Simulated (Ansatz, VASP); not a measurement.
AlRu in VASP and in Ansatz

```xyz
2
Lattice="2.9836 0.0000 0.0000 0.0000 2.9836 0.0000 0.0000 0.0000 2.9836" Properties=species:S:1:pos:R:3 pbc="T T T"
Al    0.0000    0.0000    0.0000
Ru    1.4918    1.4918    1.4918
```

Alike in both runs: functional r2SCAN; k mesh 11 × 11 × 11; occupations fermi-dirac, width 0.1 eV; no spin polarisation.

Ansatz relaxed the structure, and its values are those at the end. VASP's run is a single point on that final structure, the one shown.

|  | VASP | Ansatz |
| --- | --- | --- |
| version | VASP 6.6.1 | Ansatz 0.2.0 |
| potentials or method | VASP PAW PBE potentials, release 64 (Al, Ru_pv) | PAW plane waves |
| plane-wave cutoff (eV) | 520 | 500 |
| valence electrons in the cell | 17 | 19 |

Ansatz gave:

```
gap on the k mesh at the Fermi level (eV) : none
pressure (GPa)                            : 0.0
```

Question: Estimate VASP's values.

Answer: gap on the k mesh at the Fermi level (eV): none; pressure (GPa): 0.1.

A gap of «none» marks a metal or a gap that the smearing closes. The two sets of potentials don't hold the same shells in valence.

Caveats: the PAW data sets were made with another functional, which shifts forces and pressure a little (VASP).
